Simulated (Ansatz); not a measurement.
Relaxation of Ca

The calculation used Ansatz, DFT PBE, scalar-relativistic, plane waves, PAW. Settings: 420 eV cutoff, 12×12×6 k-mesh, Gaussian smearing of 0.10 eV, no spin polarisation.

What was changed in K: K → Ca on all its sites, cell and atoms relaxed.

Input:

```yaml
crystal:
  lattice:
    - [2.1666792073, -3.6315519144, 0.0]
    - [2.1666792073, 3.6315519144, 0.0]
    - [0.0, 0.0, 6.91880247]
  atoms:
    - { symbol: Ca, position: [0.8222419446, 0.1777580554, 0.25] }
    - { symbol: Ca, position: [0.1777580554, 0.8222419446, 0.75] }
basis:
  ecutwfc: 420
kpoints:
  mp_grid: { grid: [12, 12, 6] }
hamiltonian:
  xc: pbe
scf:
  occupations: { method: gaussian, width: 0.1 }
output:
  forces: true
  stress: true
  eigenvalues: true
relax:
  adjacent_minimum: "off"
  f_tol: 0.01
  max_steps: 60
  cell: { stress_tol: 0.1 }
```

F is the free energy. Steps run on the plane waves of an earlier cell, but the last one, and at times one on the way, on a freshly chosen basis, so a repeated geometry can differ a little in energy.

Steps:

| step | F − F(1) (eV) | largest force component (eV/Å) | V (Å³/atom) | P (GPa) |
| --- | --- | --- | --- | --- |
| 1 | 0.0000 | 0.021 | 54.440 | -2.80 |
| 2 | -0.1401 | 0.019 | 49.975 | -2.14 |
| 3 | -0.2541 | 0.011 | 43.255 | -0.33 |
| 4 | -0.2568 | 0.007 | 42.187 | 0.09 |
| 5 | -0.2573 | 0.005 | 42.320 | 0.03 |
| 6 | -0.2577 | 0.003 | 42.396 | 0.00 |
| 7 | -0.2578 | 0.002 | 42.398 | 0.00 |
| 8 | -0.2572 | 0.002 | 42.398 | -0.01 |

Relaxed structure:

```yaml
crystal:
  lattice:
    - [1.95116, -3.37999, 0.00000]
    - [1.95116, 3.37999, 0.00000]
    - [0.00000, 0.00000, 6.42887]
  atoms:
    - { symbol: Ca, position: [0.83382, 0.16618, 0.25000] }
    - { symbol: Ca, position: [0.16618, 0.83382, 0.75000] }
```

Symmetry: Cmcm, No. 63, orthorhombic system. Conventional cell: a = 3.902 Å, b = 6.760 Å, c = 6.429 Å, α = 90.00°, β = 90.00°, γ = 90.00°. Ca (site symmetry m2m) is surrounded by 12 Ca at 3.90 to 3.93 Å.

The run converged. The run took about 90 core-seconds.